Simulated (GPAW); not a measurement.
## BaTiO3 (Barioperovskite): dielectric tensor with PBE

BaTiO3 (Barioperovskite):

```xyz
5
Lattice="4.0379 0.0000 0.0000 0.0000 2.8742 2.8826 0.0000 -2.8742 2.8826" Properties=species:S:1:pos:R:3 pbc="T T T"
Ba    0.0000    0.0000    0.0000
Ti    2.0190    0.0000    2.9541
O     2.0190    1.3986    4.3155
O     2.0190   -1.3986    4.3155
O     0.0000    0.0000    2.8099
```

```json
{
 "Program": "GPAW 26.7.0",
 "Task": "dielectric tensor",
 "Functional": "PBE",
 "Potentials or basis": "GPAW PAW data sets (gpaw-data 1.2.1)",
 "Cutoff": "600 eV",
 "Basis": "pw",
 "k mesh": "6 × 6 × 6",
 "Occupations": "fermi-dirac, width 0.001 eV",
 "Spin": "no spin polarisation",
 "Response ecut": "80 eV",
 "Maxiter": "150",
 "Response k mesh": "7 × 7 × 7",
 "Response bands": "60",
 "Kernels": "[\"RPA\"]",
 "Coarser k mesh": "7 × 7 × 7"
}
```

```
Band gap on the k mesh                  : 1.81 eV, indirect (least direct gap 2.03 eV)
Electronic dielectric tensor (diagonal) : 5.99, 5.86, 5.76
```

Electronic dielectric tensor:
```
5.99 0.00 0.00
0.00 5.86 0.00
0.00 0.00 5.76
```

It took 9.8 min on 1 thread of Intel(R) Xeon(R) Processor @ 2.50GHz (Skylake/Cascade Lake), on a shared host, peak memory 0.67 GiB.

Caveat: the long-wavelength limit can be off by several per cent where d states take part; spin-orbit coupling is left out, which moves the levels of the heavy elements; an odd mesh through Γ misses points on the zone boundary, where band edges often lie.
